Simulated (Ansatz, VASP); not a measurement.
# Ni in VASP and in Ansatz

```
Ni
1.0
     1.21828   -3.82280    0.00000
     1.21828    3.82280    0.00000
     0.00000    0.00000    2.46571
Ni
2
Direct
  0.86487 0.13513 0.25000
  0.13513 0.86487 0.75000
```

Alike in both runs: functional PBE; k mesh 8 × 8 × 6; occupations gaussian, width 0.1 eV; collinear spin.

Ansatz relaxed the structure, and its values are those at the end. VASP's run is a single point on that final structure, the one shown.

```csv
,VASP,Ansatz
version,VASP 6.6.1,Ansatz 0.2.0
potentials or method,"VASP PAW PBE potentials, release 64 (Ni)","scalar-relativistic, plane waves, PAW"
plane-wave cutoff (eV),520,420
valence electrons in the cell,20,36
```

VASP gave:

| Quantity | Value |
| --- | --- |
| gap on the k mesh at the Fermi level (eV) | none |
| pressure (GPa) | 0.0 |
| rms of the force components (eV/Å) | 0.005 |
| net moment per atom (μB) | 0.68 |
| size of the moment on the site where the two differ most (μB) | 0.69 |

**Question.** Estimate Ansatz's values.

**Answer.** gap on the k mesh at the Fermi level (eV): none; pressure (GPa): 0.1; rms of the force components (eV/Å): 0.002; net moment per atom (μB): 0.69; size of the moment on the site where the two differ most (μB): 0.73.

Site moments also hang on the region over which each program counts them. A gap of «none» marks a metal or a gap that the smearing closes. With one functional, cell and mesh, what is left measures potentials, basis and numerics. The two sets of potentials don't hold the same shells in valence.

Caveats: the k mesh is coarse (spacing up to 0.42 Å⁻¹), so the values aren't converged.
